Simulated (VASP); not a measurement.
# PbSe (Clausthalite) (Fm-3m) in VASP: further runs, part 2 of 2

VASP 6.6.1. Earlier steps stand in the parts before.

## 3. Single point, r2SCAN+rVV10

This run uses another cell than the first one, of 29.24 Å³/atom, 1.020 times its volume.

POSCAR

```
PbSe
1.0
    0.0000000000      3.0809197960      3.0809197960
    3.0809197960      0.0000000000      3.0809197960
    3.0809197960      3.0809197960      0.0000000000
Pb Se
1 1
Direct
    0.0000000000      0.0000000000      0.0000000000
    0.5000000000      0.5000000000      0.5000000000
```

INCAR.step1

```
SYSTEM = PbSe
PREC = Accurate
ENCUT = 520
ISMEAR = -1
SIGMA = 0.05
LREAL = .FALSE.
LASPH = .TRUE.
NELM = 100
NBANDS = 17
GGA = PE
ALGO = Normal
EDIFF = 1E-4
LWAVE = .TRUE.
LCHARG = .FALSE.
```

INCAR.step2

```
SYSTEM = PbSe
PREC = Accurate
ENCUT = 520
EDIFF = 1E-6
ISMEAR = -1
SIGMA = 0.05
LREAL = .FALSE.
LASPH = .TRUE.
NELM = 100
ALGO = Normal
ISIF = 2
LWAVE = .FALSE.
LCHARG = .FALSE.
METAGGA = R2SCAN
LMIXTAU = .TRUE.
LUSE_VDW = .TRUE.
IVDW_NL = 2
BPARAM = 11.95
CPARAM = 0.0093
NBANDS = 17
ISTART = 1
```

KPOINTS

```
regular mesh
0
G
  8 8 8
  0 0 0
```

Potentials or basis: VASP PAW PBE potentials, release 64 (Pb_d, Se).

Started as:

```bash
$ cat potpaw_PBE.64/Pb_d/POTCAR potpaw_PBE.64/Se/POTCAR > POTCAR
$ cp INCAR.step1 INCAR
$ mpirun -np 1 vasp_std > vasp.out
$ cp INCAR.step2 INCAR
$ mpirun -np 1 vasp_std > vasp.out
```

OUTCAR:

```text
SYSTEM = PbSe
   PREC = Accurate
   ENCUT = 520
   EDIFF = 1E-6
   ISMEAR = -1
   LREAL = .FALSE.
   LASPH = .TRUE.
   NELM = 100
   ISIF = 2
   METAGGA = R2SCAN
   IVDW_NL = 2
   BPARAM = 11.95
   ISTART = 1

 ion  position               nearest neighbor table
   1  0.000  0.000  0.000-   2 3.08   2 3.08   2 3.08   2 3.08   2 3.08   2 3.08
   2  0.500  0.500  0.500-   1 3.08   1 3.08   1 3.08   1 3.08   1 3.08   1 3.08

  LATTYP: Found a face centered cubic cell.
 ALAT       =     6.1618395920

  Lattice vectors:

 A1 = (   0.0000000000,   3.0809197960,   3.0809197960)
 A2 = (   3.0809197960,   0.0000000000,   3.0809197960)
 A3 = (   3.0809197960,   3.0809197960,   0.0000000000)

Analysis of symmetry for initial positions (statically):
=====================================================================
 Subroutine PRICEL returns:
 Original cell was already a primitive cell.

 Routine SETGRP: Setting up the symmetry group for a
 face centered cubic supercell.

 Subroutine GETGRP returns: Found 48 space group operations
 (whereof 48 operations were pure point group operations)
 out of a pool of 48 trial point group operations.

The static configuration has the point symmetry O_h .

Analysis of symmetry for dynamics (positions and initial velocities):
=====================================================================
 Subroutine PRICEL returns:
 Original cell was already a primitive cell.

 Routine SETGRP: Setting up the symmetry group for a
 face centered cubic supercell.

 Subroutine GETGRP returns: Found 48 space group operations
 (whereof 48 operations were pure point group operations)
 out of a pool of 48 trial point group operations.

The dynamic configuration has the point symmetry O_h .

 Subroutine INISYM returns: Found 48 space group operations
 (whereof 48 operations are pure point group operations),
 and found     1 'primitive' translations

----------------------------------------------------------------------------------------

                                     Primitive cell

  volume of cell :      58.4886

  direct lattice vectors                    reciprocal lattice vectors
     0.000000000  3.080919796  3.080919796    -0.162289197  0.162289197  0.162289197
     3.080919796  0.000000000  3.080919796     0.162289197 -0.162289197  0.162289197
     3.080919796  3.080919796  0.000000000     0.162289197  0.162289197 -0.162289197

  length of vectors
     4.357078560  4.357078560  4.357078560     0.281093135  0.281093135  0.281093135

  position of ions in fractional coordinates (direct lattice)
     0.000000000  0.000000000  0.000000000
     0.500000000  0.500000000  0.500000000

  ion indices of the primitive-cell ions
   primitive index   ion index
                 1           1
                 2           2

----------------------------------------------------------------------------------------

 KPOINTS: regular mesh

Automatic generation of k-mesh.
 Grid dimensions read from file:
 generate k-points for:    8    8    8

 Generating k-lattice:

  Cartesian coordinates                     Fractional coordinates (reciprocal lattice)
    -0.020286150  0.020286150  0.020286150     0.125000000  0.000000000  0.000000000
     0.020286150 -0.020286150  0.020286150     0.000000000  0.125000000  0.000000000
     0.020286150  0.020286150 -0.020286150     0.000000000  0.000000000  0.125000000

  Length of vectors
     0.035136642  0.035136642  0.035136642

  Shift w.r.t. Gamma in fractional coordinates (k-lattice)
     0.000000000  0.000000000  0.000000000

 Subroutine IBZKPT returns following result:
 ===========================================

 Found     29 irreducible k-points:

 Following reciprocal coordinates:
            Coordinates               Weight
  0.000000  0.000000  0.000000      1.000000
  0.125000  0.000000  0.000000      8.000000
  0.250000  0.000000  0.000000      8.000000
  0.375000  0.000000  0.000000      8.000000
  0.500000  0.000000  0.000000      4.000000
  0.125000  0.125000  0.000000      6.000000
[... 16 lines left out ...]
  0.500000  0.250000  0.125000     48.000000
 -0.375000  0.250000  0.125000     24.000000
 [... further k-points ...]
   k-points           NKPTS =     29   k-points in BZ     NKDIM =     29   number of bands    NBANDS=     17
   number of dos      NEDOS =    301   number of ions     NIONS =      2
   total plane-waves  NPLWV =  32768
   dimension x,y,z NGX =    32 NGY =   32 NGZ =   32
   dimension x,y,z NGXF=    64 NGYF=   64 NGZF=   64
   ions per type =               1   1
   NGX,Y,Z   is equivalent  to a cutoff of  12.21, 12.21, 12.21 a.u.
   NGXF,Y,Z  is equivalent  to a cutoff of  24.42, 24.42, 24.42 a.u.
 SYSTEM =  PbSe
   PREC   = accura    normal or accurate (medium, high low for compatibility)
   ISTART =      1    job   : 0-new  1-cont  2-samecut
   ICHARG =      0    charge: 1-file 2-atom 10-const
   ISPIN  =      1    spin polarized calculation?
   LNONCOLLINEAR =      F non collinear calculations
   LSORBIT =      F    spin-orbit coupling
   LASPH  =      T    aspherical Exc in radial PAW
   ENCUT  =  520.0 eV  38.22 Ry    6.18 a.u.   8.10  8.10  8.10*2*pi/ulx,y,z
   NELM   =    100;   NELMIN=  2; NELMDL=  0     # of ELM steps
   EDIFF  = 0.1E-05   stopping-criterion for ELM
   LREAL  =      F    real-space projection
   EDIFFG = 0.1E-04   stopping-criterion for IOM
   NSW    =      0    number of steps for IOM
   IBRION =     -1    ionic relax: 0-MD 1-quasi-New 2-CG
   NFREE  =      0    steps in history (QN), initial steepest desc. (CG)
   ISIF   =      2    stress and relaxation
   ISYM   =      2    0-nonsym 1-usesym 2-fastsym
   POTIM  = 0.5000    time-step for ionic-motion
   TEBEG  =    0.0;   TEEND  =   0.0 temperature during run
   PSTRESS=    0.0 pullay stress
   NELECT =      20.0000    total number of electrons
   NUPDOWN=      -1.0000    fix difference up-down
   EMIN   =  10.00;   EMAX   =-10.00  energy-range for DOS
   EFERMI =   0.00;   METHOD = LEGACY
   ISMEAR =    -1;   SIGMA  =   0.05  broadening in eV -4-tet -1-fermi 0-gaus
   EFERMI_NEDOS =   21; number of points for ismear=-14 and -15
   IALGO  =     38    algorithm
   IMIX   =      4    mixing-type and parameters
     AMIX     =   0.40;   BMIX     =  1.00
     AMIX_MAG =   1.60;   BMIX_MAG =  1.00
  volume/ion in A,a.u.               =      29.24       197.35
  Fermi-wavevector in a.u.,A,eV,Ry     =   1.144795  2.163349 17.831195  1.310556
  Thomas-Fermi vector in A             =   2.281486
   LORBIT       =      0    0 simple, 1 ext, 2 COOP (PROOUT), +10 PAW based schemes
   METAGGA = R2SCAN    functional components
   LHFCALC =     F    Hartree Fock is set to
   AEXX    =    0.0000 exact exchange contribution
   IVDW_NL    =     2    kernel type
   BPARAM     =11.9500
   IVDW    =     0    specifies the selected vdW correction
   LEPSILON=     F    determine dielectric tensor
   LRPA    =     F    only Hartree local field effects (RPA)
 non-spin polarized calculation
  energy-cutoff  :      520.00
  volume of cell :       58.49
 maximum number of plane-waves:      1604
   NGX = 17   NGY = 17   NGZ = 17

 number of electron      19.9999994 magnetization

 Free energy of the ion-electron system (eV)
  ---------------------------------------------------
  ext. energy  EPLUGINS =         0.00000000
  ---------------------------------------------------
  free energy    TOTEN  =       -71.41363526 eV

  energy without entropy =      -71.41360940  energy(sigma->0) =      -71.41362233

 E-fermi :   4.9446     XC(G=0): -10.0225

 val. band max:        4.6418840035   @ k =   0.5000   0.0000   0.0000
 cond. band min:       5.2472680364   @ k =   0.5000   0.0000   0.0000
 fundamental gap:      0.6053840330
 Fermi energy:         4.9446032385

 k-point     1 :       0.0000    0.0000    0.0000
  band No.  band energies     occupation
      1     -12.7454      2.00000
      2     -12.7454      2.00000
      3     -12.7454      2.00000
      4     -12.7419      2.00000
      5     -12.7419      2.00000
      6      -9.3256      2.00000
[... 9 lines left out ...]
     16      11.6141      0.00000
     17      13.2395      0.00000
[... 441 lines left out ...]
 k-point    24 :      -0.3750    0.2500    0.1250
  band No.  band energies     occupation
      1     -12.7992      2.00000
      2     -12.7547      2.00000
      3     -12.7353      2.00000
      4     -12.7261      2.00000
      5     -12.7122      2.00000
      6      -8.0759      2.00000
[... 9 lines left out ...]
     16      16.0058      0.00000
     17      16.1695      0.00000

 [... further k-points ...]

------------------------ aborting loop because EDIFF is reached ----------------------------------------

  FORCE on cell =-STRESS in cart. coord.  units (eV):
  Direction    XX          YY          ZZ          XY          YZ          ZX
  --------------------------------------------------------------------------------------
  -------------------------------------------------------------------------------------
  Total       -0.1344833     -0.1344833     -0.1344833      0.0000000      0.0000000     -0.0000000
  in kB       -3.6838989     -3.6838989     -3.6838989      0.0000000      0.0000000     -0.0000000
  external PRESSURE =      -3.6838989 kB  Pullay stress =       0.0000000 kB

 VOLUME and BASIS-vectors are now :
 -----------------------------------------------------------------------------
  energy-cutoff  :      520.00
  volume of cell :       58.49
      direct lattice vectors                 reciprocal lattice vectors
     0.000000000  3.080919796  3.080919796    -0.162289197  0.162289197  0.162289197
     3.080919796  0.000000000  3.080919796     0.162289197 -0.162289197  0.162289197
     3.080919796  3.080919796  0.000000000     0.162289197  0.162289197 -0.162289197

 POSITION                                       TOTAL-FORCE (eV/Angst)
 -----------------------------------------------------------------------------------
      0.00000      0.00000      0.00000        -0.000000      0.000000      0.000000
      3.08092      3.08092      3.08092         0.000000     -0.000000     -0.000000
 -----------------------------------------------------------------------------------
    total drift:                                0.000000     -0.000000     -0.000000

  FREE ENERGIE OF THE ION-ELECTRON SYSTEM (eV)
  ---------------------------------------------------
  free  energy   TOTEN  =       -71.4136352614 eV

  energy  without entropy=      -71.4136093954  energy(sigma->0) =      -71.41362233
```

Wall time 98 s (1 thread of Intel Xeon Platinum 8259CL at 2.50GHz (Skylake/Cascade Lake), shared host); peak memory 0.33 GiB.

What came out:

| Item | Value |
| --- | --- |
| Free energy | -71.4136 eV |
| Pressure | -0.4 GPa |
| Band gap on the k mesh | 0.61 eV, direct |

Caveat: the PAW data sets were made with another functional, which shifts forces and pressure a little; spin-orbit coupling is left out, which moves the levels of the heavy elements.

## 4. Single point, r2SCAN+rVV10

This run uses another cell than the first one, of 29.82 Å³/atom, 1.040 times its volume.

POSCAR

```
PbSe
1.0
    0.0000000000      3.1009263293      3.1009263293
    3.1009263293      0.0000000000      3.1009263293
    3.1009263293      3.1009263293      0.0000000000
Pb Se
1 1
Direct
    0.0000000000      0.0000000000      0.0000000000
    0.5000000000      0.5000000000      0.5000000000
```

INCAR.step1

```
SYSTEM = PbSe
PREC = Accurate ; ENCUT = 520
ISMEAR = -1 ; SIGMA = 0.05
LREAL = .FALSE. ; LASPH = .TRUE.
NELM = 60 ; NBANDS = 17
GGA = PE ; ALGO = Normal
EDIFF = 1E-4 ; LWAVE = .TRUE.
LCHARG = .FALSE.
```

INCAR.step2

```
SYSTEM = PbSe
PREC = Accurate ; ENCUT = 520
EDIFF = 1E-7 ; ISMEAR = -1
SIGMA = 0.05 ; LREAL = .FALSE.
LASPH = .TRUE. ; NELM = 60
ALGO = Normal ; ISIF = 2
LWAVE = .FALSE. ; LCHARG = .TRUE.
METAGGA = R2SCAN ; LMIXTAU = .TRUE.
LUSE_VDW = .TRUE. ; IVDW_NL = 2
BPARAM = 11.95 ; CPARAM = 0.0093
LELF = .TRUE. ; LVHAR = .TRUE.
NBANDS = 17 ; ISTART = 1
```

KPOINTS is that of step 3.

Started as:

```bash
$ cat potpaw_PBE.64/Pb_d/POTCAR potpaw_PBE.64/Se/POTCAR > POTCAR
$ cp INCAR.step1 INCAR
$ mpirun -np 1 vasp_std > vasp.out
$ cp INCAR.step2 INCAR
$ mpirun -np 1 vasp_std > vasp.out
```

Wall time 3.4 min (1 thread of Intel Xeon Platinum 8259CL at 2.50GHz (Skylake/Cascade Lake), shared host); peak memory 0.41 GiB.

Results (log left out):

```
Free energy            : -71.4077 eV
Pressure               : -1.4 GPa
Band gap on the k mesh : 0.67 eV, direct
```

Levels at points of the mesh, in eV from the valence-band top:
| k point | band 6 | band 7 | band 8 | band 9 | band 10 | band 11 | band 12 | band 13 | band 14 | band 15 |
| --- | --- | --- | --- | --- | --- | --- | --- | --- | --- | --- |
| (0.00, 0.00, 0.00) | -13.78 | -6.38 | -1.81 | -1.81 | -1.81 | 4.97 | 4.97 | 4.97 | 7.03 | 7.03 |
| (0.50, 0.00, 0.00) | -12.77 | -8.81 | -1.42 | -1.42 | 0.00 | 0.67 | 2.02 | 2.02 | 8.98 | 10.56 |
| (0.50, 0.50, 0.00) | -12.43 | -7.44 | -4.81 | -3.12 | -3.12 | 4.15 | 5.87 | 5.87 | 6.31 | 11.77 |

Caveat: the PAW data sets were made with another functional, which shifts forces and pressure a little; spin-orbit coupling is left out, which moves the levels of the heavy elements.

## 5. Single point, r2SCAN+rVV10

This run uses another cell than the first one, of 30.39 Å³/atom, 1.060 times its volume.

POSCAR

```
PbSe
1.0
    0.0000000000      3.1206779849      3.1206779849
    3.1206779849      0.0000000000      3.1206779849
    3.1206779849      3.1206779849      0.0000000000
Pb Se
1 1
Direct
    0.0000000000      0.0000000000      0.0000000000
    0.5000000000      0.5000000000      0.5000000000
```

INCAR.step1

```
PREC = Accurate
ENCUT = 520
ISMEAR = -1
SIGMA = 0.05
LREAL = False
LASPH = True
NELM = 100
NBANDS = 17
GGA = PE
ALGO = Normal
EDIFF = 1E-4
LWAVE = True
LCHARG = False
```

INCAR.step2

```
PREC = Accurate
ENCUT = 520
EDIFF = 1E-6
ISMEAR = -1
SIGMA = 0.05
LREAL = False
LASPH = True
NELM = 100
ALGO = Normal
ISIF = 2
LWAVE = False
LCHARG = True
METAGGA = R2SCAN
LMIXTAU = True
LUSE_VDW = True
IVDW_NL = 2
BPARAM = 11.95
CPARAM = 0.0093
LELF = True
LVHAR = True
NBANDS = 17
ISTART = 1
```

KPOINTS

```
regular mesh
0
Gamma
  8 8 8
```

Started as:

```bash
$ cat potpaw_PBE.64/Pb_d/POTCAR potpaw_PBE.64/Se/POTCAR > POTCAR
$ cp INCAR.step1 INCAR
$ mpirun -np 1 vasp_std > vasp.out
$ cp INCAR.step2 INCAR
$ mpirun -np 1 vasp_std > vasp.out
```

It took 3 min on 1 thread of Intel Xeon Platinum 8259CL at 2.50GHz (Skylake/Cascade Lake), shared host; peak memory 0.4 GiB.

It converged, with:

| Property | Result |
| --- | --- |
| Free energy | -71.3951 eV |
| Pressure | -2.2 GPa |
| Band gap on the k mesh | 0.72 eV, direct |

Levels at points of the mesh, in eV from the valence-band top:
```
           k point  band 7  band 8  band 9  band 10  band 11  band 12  band 13  band 14
(0.00, 0.00, 0.00)   -6.40   -1.71   -1.71    -1.71     4.94     4.94     4.94     7.08
(0.50, 0.00, 0.00)   -8.69   -1.33   -1.33     0.00     0.72     2.07     2.07     8.96
(0.50, 0.50, 0.00)   -7.40   -4.64   -2.98    -2.98     4.24     5.81     5.81     6.24
```

Caveat: the PAW data sets were made with another functional, which shifts forces and pressure a little; spin-orbit coupling is left out, which moves the levels of the heavy elements.

## 6. Summary

```csv
cell,gap on the mesh (eV),pressure (GPa)
"a = 4.328 Å, angles 60.0°, 2 atoms",0.54,0.7
"a = 4.357 Å, angles 60.0°, 2 atoms",0.61,-0.4
"a = 4.385 Å, angles 60.0°, 2 atoms",0.67,-1.4
"a = 4.413 Å, angles 60.0°, 2 atoms",0.72,-2.2
```

Alike in all rows: task single point; level r2SCAN+rVV10; potentials or basis VASP PAW PBE potentials, release 64 (Pb_d, Se); no spin polarisation; k mesh 8 × 8 × 8; cutoff (eV) 520; smearing fermi-dirac 0.05 eV.

Caveats: the PAW data sets were made with another functional, which shifts forces and pressure a little; spin-orbit coupling is left out, which moves the levels of the heavy elements.

Total energies depend on the potentials used, so only differences within one code and one set of settings carry meaning.

## 7. How close it comes

Step 2. A measured gap of PbSe is 0.28 eV (direct; 300 K; a printed reference work, monograph); the calculated 0.54 eV misses it by +0.26 eV. 2 values of this kind are on record (0.15 to 0.28 eV); this one was drawn at random. Spin-orbit coupling on Pb, Se is left out. The value is that of r2SCAN+rVV10 on a finite k mesh, which can miss the band edges, without temperature or zero-point motion.

Step 3. Measured gap of PbSe: 0.28 eV (direct; 300 K; a printed reference work, monograph). This calculation gives 0.61 eV (+0.33 eV). 2 values of this kind are on record (0.15 to 0.28 eV); this one was drawn at random. Spin-orbit coupling on Pb, Se is left out. The value is that of r2SCAN+rVV10 on a finite k mesh, which can miss the band edges, without temperature or zero-point motion.

Step 4. A measured gap of PbSe is 0.28 eV (direct; 300 K; a printed reference work, monograph); the calculated 0.67 eV misses it by +0.39 eV. 2 values of this kind are on record (0.15 to 0.28 eV); this one was drawn at random. Spin-orbit coupling on Pb, Se is left out. The value is that of r2SCAN+rVV10 on a finite k mesh, which can miss the band edges, without temperature or zero-point motion.

Step 5. A measured gap of PbSe is 0.15 eV (direct; 4.2 K; a printed reference work, monograph); the calculated 0.72 eV misses it by +0.57 eV. 2 values of this kind are on record (0.15 to 0.28 eV); this one was drawn at random. Spin-orbit coupling on Pb, Se is left out. The value is that of r2SCAN+rVV10 on a finite k mesh, which can miss the band edges, without temperature or zero-point motion.
